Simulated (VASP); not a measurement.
Here is a VASP 6.6.1 calculation.

The input POSCAR:

```
SrTe
1.0
    0.0000000000      3.4439532287      3.4439532287
    3.4439532287      0.0000000000      3.4439532287
    3.4439532287      3.4439532287      0.0000000000
Sr Te
1 1
Direct
    0.0000000000      0.0000000000      0.0000000000
    0.5000000000      0.5000000000      0.5000000000
```

File INCAR.step1:

```
ALGO = Normal
EDIFF = 1E-5
ENCUT = 520
GGA = PE
ISIF = 2
ISMEAR = 0
LASPH = True
LREAL = False
LWAVE = True
NBANDS = 15
NELM = 60
PREC = Accurate
SIGMA = 0.01
```

File INCAR.step2:

```
ALGO = Normal
EDIFF = 1E-7
ENCUT = 520
GGA = PE
HFSCREEN = 0.2079
ISIF = 2
ISMEAR = 0
ISTART = 1
LASPH = True
LCHARG = True
LELF = True
LHFCALC = True
LREAL = False
LVHAR = True
LWAVE = False
NBANDS = 15
NELM = 60
PREC = Accurate
PRECFOCK = Normal
SIGMA = 0.01
```

KPOINTS

```
k-points
0
Gamma
  4 4 4
```

Potentials or basis: VASP PAW PBE potentials, release 64 (Sr_sv, Te).

Command:

```sh
$ cat potpaw_PBE.64/Sr_sv/POTCAR potpaw_PBE.64/Te/POTCAR > POTCAR
$ cp INCAR.step1 INCAR
$ mpirun -np 1 vasp_std > vasp.out
$ cp INCAR.step2 INCAR
$ mpirun -np 1 vasp_std > vasp.out
```

Question: What does it give for the band gap on the k mesh?

Answer: 2.68 eV, indirect (least direct gap 3.17 eV).

Question: What does it give for the pressure?

Answer: -2.4 GPa.

Caveat: the PAW data sets were made with another functional, which shifts forces and pressure a little; spin-orbit coupling is left out, which moves the levels of the heavy elements. A k mesh can miss the band edges.
